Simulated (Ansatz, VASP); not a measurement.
# InP: VASP beside Ansatz, part 2 of 2

Aim: how closely do two programs agree when they are given the same cell, functional and k mesh? The cell is taken from a series of runs on this material, whose earlier steps may have relaxed, scaled, displaced or heated it; both programs get it as it stands.

VASP 6.6.1 and Ansatz 0.2.0.

So far: Set-up; VASP: relaxation of cell and atoms, PBEsol.

## Step 3: Ansatz: relaxation of cell and atoms, PBEsol

Level of this step: Ansatz beside VASP: Kohn-Sham DFT, plane waves, PBEsol (Ansatz).

Ansatz runs on its PAW soft_1 files.

The same cell, functional, mesh and smearing now go to Ansatz.

The input, input.yaml:

```yaml
crystal:
  lattice:
    - [0.0, 5.869, 5.869]
    - [5.869, 0.0, 5.869]
    - [5.869, 5.869, 0.0]
  atoms:
    - { symbol: In, position: [0.0, 0.0, 0.0] }
    - { symbol: In, position: [0.0, 0.0, 0.5] }
    - { symbol: In, position: [0.0, 0.5, 1.0] }
    - { symbol: In, position: [0.0, 0.5, 0.5] }
    - { symbol: In, position: [0.5, 0.0, 1.0] }
    - { symbol: In, position: [0.5, 0.0, 0.5] }
    - { symbol: In, position: [0.5, 0.5, 1.0] }
    - { symbol: In, position: [0.5, 0.5, 0.5] }
    - { symbol: P, position: [0.375, 0.375, 0.375] }
    - { symbol: P, position: [0.375, 0.375, 0.875] }
    - { symbol: P, position: [0.375, 0.875, 0.375] }
    - { symbol: P, position: [0.375, 0.875, 0.875] }
    - { symbol: P, position: [0.875, 0.375, 0.375] }
    - { symbol: P, position: [0.875, 0.375, 0.875] }
    - { symbol: P, position: [0.875, 0.875, 0.375] }
    - { symbol: P, position: [0.875, 0.875, 0.875] }
kpoints:
  mp_grid: { grid: [4, 4, 4] }
scf:
  occupations: { method: fermi_dirac, width: 0.02 }
hamiltonian:
  xc: pbesol
  pseudopotentials: { kind: paw, azcp: { folder: soft_1 }, xc_functional: pbe }
basis:
  ecutwfc: 600
output:
  forces: true
  stress: true
relax:
  f_tol: 0.005
  max_steps: 70
  cell: { stress_tol: 0.02, p_target: 0 }
```

The run is started by

```
$ ansatz run input.yaml --threads 4 --pin off --max-ram 10240MiB --backend cpu --events-out ev --progress --plain --runs-dir out
```

Numbers of over 12 decimals in the logs are rounded to 6 here.

The program printed:

```text
Engine: ansatz 0.2.0, x86_64-unknown-linux-gnu
Pseudopotentials: kind: paw
Pseudopotential: In, paw, valence charge 13, recommended cutoff 420 eV (normal), soft_1/In.paw.azcp
Pseudopotential: P, paw, valence charge 5, recommended cutoff 420 eV (normal), soft_1/P.paw.azcp
Functional definition: PBEsol
  exchange = pbesol_x
  correlation = pbesol_c
Crystal: 16 atoms, lattice volume = 404.317 Å³
Basis set: ecut = 600 eV, 13539 PW (Γ), exchange–correlation on 144×144×144 points (8 copies of the dense FFT grid, shifted against one another)
Bands: 88, of which v1, the nominal top of the filled ones, is band 72 counted from 1 (71 counted from 0)
Symmetry: 192 space group operations
Space group: F-43m (ITA 216), of the structure as read, at distance tolerance 7.4e-5 Å
k-points: 8 of 64 (time reversal used)
Non-local potential: In, projectors of the file, l = 0: 2, l = 1: 2, l = 2: 2, l = 3: 1
Non-local potential: P, projectors of the file, l = 0: 2, l = 1: 2, l = 2: 1
PAW form: soft (Blöchl's): semilocal exchange-correlation on the pseudo side does not see the compensation charge
PAW frozen core: In, regenerated for the run's functional, and the local potential with it (the file was generated under x = pbe(κ = 0.804, μ = 0.219515), c = pbe(β = 0.066725))
PAW frozen core: P, regenerated for the run's functional, and the local potential with it (the file was generated under x = pbe(κ = 0.804, μ = 0.219515), c = pbe(β = 0.066725))
PAW one-centre angular grid: In, 590 points (default); XC on 64 Gauss nodes
PAW one-centre angular grid: P, 110 points (default); XC on 64 Gauss nodes
Initial density: superposition of atomic densities (chi_scale 0.1, normalization cell, long waves kept (reshape's long-wave potential 0.00 eV rms))
Initial wavefunctions: pseudopotential atomic-orbital guess
Functional: x = pbesol(κ = 0.804, μ = 0.123457), c = pbesol(β = 0.046)
SCF iter   1: F=—  HF=-50129.142500 eV  |F-HF|=—  |Δ(HF+E_count)|=         —  Δρ=3.29e-2  dr2=6.11e0  ethr=3.10e-3  ⟨swp⟩=8.5  Hψ=3094  notcnv=0  defer=3
preconditioner: auto → Resta (q_TF=auto, 2.297 Å⁻¹)  ε∞=3.9  [insulator: Δε(μ)=0.888 eV  Ē_g=12.960 eV  σ=0.020 eV  W_gap=1.00  n_scr=64 (ndim 8)  ℏωp=22.2 eV  f_vac=0.000  D(μ)=0.00/eV (n_scr^D=0)  ε∞_Penn≈3.9]
SCF iter   2: F=—  HF=-50127.633987 eV  |F-HF|=—  |Δ(HF+E_count)|=    1.51e0  Δρ=1.77e-2  dr2=1.26e0  ethr=3.10e-3  ⟨swp⟩=2.4  Hψ=1048  notcnv=0  defer=64
SCF iter   3: F=—  HF=-50127.406670 eV  |F-HF|=—  |Δ(HF+E_count)|=   2.27e-1  Δρ=4.03e-3  dr2=7.58e-2  ethr=8.75e-4  ⟨swp⟩=2.8  Hψ=914  notcnv=0  defer=64
SCF iter   4: F=—  HF=-50127.410451 eV  |F-HF|=—  |Δ(HF+E_count)|=   3.78e-3  Δρ=8.38e-4  dr2=4.65e-3  ethr=5.26e-5  ⟨swp⟩=3.4  Hψ=1094  notcnv=0  defer=64
SCF iter   5: F=—  HF=-50127.413546 eV  |F-HF|=—  |Δ(HF+E_count)|=   3.09e-3  Δρ=3.28e-4  dr2=4.30e-4  ethr=3.23e-6  ⟨swp⟩=2.6  Hψ=1232  notcnv=0  defer=64
SCF iter   6: F=—  HF=-50127.414017 eV  |F-HF|=—  |Δ(HF+E_count)|=   4.71e-4  Δρ=3.19e-5  dr2=2.68e-6  ethr=2.99e-7  ⟨swp⟩=3.0  Hψ=1357  notcnv=0  defer=64
SCF iter   7: F=—  HF=-50127.413881 eV  |F-HF|=—  |Δ(HF+E_count)|=   1.36e-4  Δρ=3.61e-6  dr2=5.00e-8  ethr=6.94e-11  ⟨swp⟩=4.6  Hψ=3108  notcnv=0
SCF iter   8: F=-50127.413881 eV  HF=-50127.413881 eV  |F-HF|=5.34e-9  |Δ(HF+E_count)|=   1.35e-7  Δρ=7.81e-7  dr2=3.70e-9  ethr=3.47e-11  ⟨swp⟩=1.9  Hψ=2161  notcnv=0
SCF 1 converged in 8 iterations: F = -50127.413881 eV  dr2 = 3.70e-9
  greatest PAW one-centre occupation: 0.981 electrons in one spin orbital (limit 2), on the In atom at site 7 (counted from 0), in its partial waves of l = 2
relax step   1: F+E_penalty+E_count = -50127.41388121 eV  Δ(F+E_penalty+E_count) = +0.000e0 eV  max|allowed force component| = 1.469e-16 eV/Å  Δτ_max = 0.0000 Å  P = +0.333 GPa  Ω = 404.317 Å³  (8 SCF iters, dr2 threshold 1.00e-7 eV, accepted)
[...]
relax step   2: F+E_penalty+E_count = -50127.41568126 eV  Δ(F+E_penalty+E_count) = -1.800e-3 eV  max|allowed force component| = 1.668e-16 eV/Å  Δτ_max = 0.0000 Å  P = -0.103 GPa  Ω = 406.941 Å³  energy of the carried Pulay correction = -6.639e-5 eV  (5 SCF iters, dr2 threshold 2.78e-7 eV, accepted)
[...]
relax step   3: F+E_penalty+E_count = -50127.41589815 eV  Δ(F+E_penalty+E_count) = -2.169e-4 eV  max|allowed force component| = 1.763e-16 eV/Å  Δτ_max = 0.0000 Å  P = -0.001 GPa  Ω = 406.319 Å³  energy of the carried Pulay correction = -5.070e-5 eV  (5 SCF iters, dr2 threshold 2.64e-8 eV, accepted)
[...]
relax step   4: F+E_penalty+E_count = -50127.41595769 eV  Δ(F+E_penalty+E_count) = -5.955e-5 eV  max|allowed force component| = 9.281e-17 eV/Å  Δτ_max = 0.0000 Å  P = -0.001 GPa  Ω = 406.319 Å³  stress off target by 7.84e-4 GPa  SCF on the basis re-selected at this cell (its energy is not comparable with the rows above)  (5 SCF iters)
basis re-selected at this cell: Δ(F+E_penalty+E_count) = -5.955e-5 eV, ΔP = +0.000 GPa vs the last step (what re-selecting the basis moved, of the pressure what is left beyond the Pulay correction that the steps carried, after the strain that the cell walked since its last selection, with what the two solves' SCF thresholds leave and, on support functions, any second-order correction that the steps lacked; it is no m [...]
SCF converged after 5 iterations
Free energy (F): -50127.415958 eV
Harris-Foulkes:  -50127.415958 eV  (|F-HF|=1.46e-11)
Internal energy: -50127.415958 eV  (E = F + TS)
E sigma→0 (E₀):  -50127.415958 eV
Entropy (-TS):   -0.000000 eV (-0.000 meV/atom)
Fermi energy:    7.106363 eV
--- Per-component energies (eV) ---
  E_band       = -439.661623
  E_kinetic    = 2299.723353
  E_local      = -10699.741083  (includes V_loc(G=0)·N_el)
  E_nonlocal   = 2888.385013
  E_hartree    = 4280.617737
  E_xc         = -1706.933894
  E_vxc        = -1201.061257  (∫ρ·V_xc dr)
  E_paw        = -37455.411155  (= ΣΔE_a)
  E_vpaw       = -2288.202642  (= ΣTr[D̂ρ^β])
  E_aug_tail   = -0.000485  (compensation charges beyond the density's cutoff)
  E_ewald      = -9736.311442
  E_core_change = 2.255997  (= ΣΔE_core)
  E_smearing   = -0.000000  (= −TS)
  E_closure    = -0.000000  (closes the sum)
  Σ components = -50127.415958   (vs F -50127.415958, Δ=0.00e0)
--- Forces (eV/Å), atoms counted from 1 ---
  atom   1  In    -0.00000000     0.00000000    -0.00000000
  atom   2  In    -0.00000000    -0.00000000    -0.00000000
  atom   3  In    -0.00000000     0.00000000     0.00000000
  atom   4  In    -0.00000000     0.00000000     0.00000000
  atom   5  In    -0.00000000     0.00000000     0.00000000
  atom   6  In    -0.00000000     0.00000000     0.00000000
  atom   7  In    -0.00000000     0.00000000     0.00000000
  atom   8  In    -0.00000000     0.00000000     0.00000000
  atom   9  P      0.00000000    -0.00000000    -0.00000000
  atom  10  P      0.00000000    -0.00000000    -0.00000000
  atom  11  P      0.00000000    -0.00000000    -0.00000000
  atom  12  P      0.00000000    -0.00000000     0.00000000
  atom  13  P      0.00000000    -0.00000000     0.00000000
  atom  14  P      0.00000000    -0.00000000     0.00000000
  atom  15  P      0.00000000    -0.00000000    -0.00000000
  atom  16  P      0.00000000    -0.00000000    -0.00000000
  max |Σ_I F_I| component: 7.17e-17 eV/Å
--- Stress (GPa, compression-positive) ---
       -0.000784      -0.000000      -0.000000
        0.000000      -0.000784      -0.000000
       -0.000000      -0.000000      -0.000784
  P = ⅓ Tr σ = -0.0008 GPa (-0.008 kbar)
--- Relaxed structure (3 steps of the walk, 3 accepted, 1 SCFs on fresh bases) ---
  F+E_penalty+E_count = -50127.41595769 eV   max|allowed force component| = 9.281e-17 eV/Å   (the final SCF, on the basis selected at the relaxed cell)
  cell:  # Å, volume = 406.3193 Å³
    - [0, 5.878671, 5.878671]
    - [5.878671, 0, 5.878671]
    - [5.878671, 5.878671, 0]
  atoms:
    - { symbol: In, position: [0, 0, 0] }
    - { symbol: In, position: [0, 0, 0.5] }
    - { symbol: In, position: [0.0, 0.5, 1.0] }
    - { symbol: In, position: [0.0, 0.5, 0.5] }
    - { symbol: In, position: [0.5, 0.0, 1.0] }
    - { symbol: In, position: [0.5, 0.0, 0.5] }
    - { symbol: In, position: [0.5, 0.5, 1.0] }
    - { symbol: In, position: [0.5, 0.5, 0.5] }
    - { symbol: P, position: [0.375, 0.375, 0.375] }
    - { symbol: P, position: [0.375, 0.375, 0.875] }
    - { symbol: P, position: [0.375, 0.875, 0.375] }
    - { symbol: P, position: [0.375, 0.875, 0.875] }
    - { symbol: P, position: [0.875, 0.375, 0.375] }
    - { symbol: P, position: [0.875, 0.375, 0.875] }
    - { symbol: P, position: [0.875, 0.875, 0.375] }
    - { symbol: P, position: [0.875, 0.875, 0.875] }
```

## Step 4: Differences

Known differences besides the potentials themselves: the cutoff is 600 eV in Ansatz and 500 eV in VASP; Ansatz makes its cores anew for this functional, VASP keeps those of its PBE data sets; Ansatz adds a Pulay correction to the stress that steers its cell, VASP none. Total energies have different zeros and are not compared.

Both answers:

```tsv
quantity	Ansatz	VASP	difference
volume (Å³)	406.32	406.16	+0.04 %
edge a after relaxation, in the typed setting (Å)	8.314	8.313	+0.01 %
```

## Step 5: Outcome

```
difference in volume (relaxation of cell and atoms, PBEsol) : 0.039 %
```

In words: The difference in volume is 0.039 % (relaxation of cell and atoms, PBEsol), within the 1.2 % picked in this series as the mark of a large difference, as far as the stopping tolerances let one tell. How closely two codes agree says nothing of how well the functional describes the real material.

[Lines on the potential files, build, host, timing and source positions are cut from VASP's logs without a mark.]

[Logs are printed without paths, hosts, clocks, repeated set-up lines and the standing remarks that a program may print on its own settings, such as how far it seeks lower states.]

[Hosts, paths, dates, database ids (printed as entryN), source tags and the programs' standing remarks are cut or masked in the printed files.]
